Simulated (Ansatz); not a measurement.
AlP (zincblende) (r2SCAN geometry), in Ansatz:

```
Al P
1.0
     0.00000    2.73926    2.73926
     2.73926    0.00000    2.73926
     2.73926    2.73926    0.00000
Al P
1 1
Direct
  0.00000 0.00000 0.00000
  0.25000 0.25000 0.25000
```

G0W0@PBE with 154 empty bands, a screening cutoff of 140 eV and a 4×4×4 mesh (PAW, contour deformation) gives 2.295 eV over the mesh points, from a PBE gap of 1.578 eV; it sums over 158 bands with 169 plane waves in the screening and a wave cutoff of 420 eV. The G0W0 figures hold for the stated bands, cutoff and mesh and aren't extrapolated. No spin polarisation and no zero-point or thermal motion.

**Question.** Estimate the gap with empty bands 66, screening cutoff 80 eV.

**Answer.** 2.151 eV (-0.144 eV), from a Kohn-Sham gap of 1.578 eV.

**Question.** Estimate the gap with mesh 6×6×6, empty bands 66, screening cutoff 80 eV.

**Answer.** 2.194 eV (-0.101 eV), from a Kohn-Sham gap of 1.599 eV.

**Question.** Estimate the gap with starting point r2SCAN.

**Answer.** 2.486 eV (+0.191 eV), from a Kohn-Sham gap of 1.905 eV.
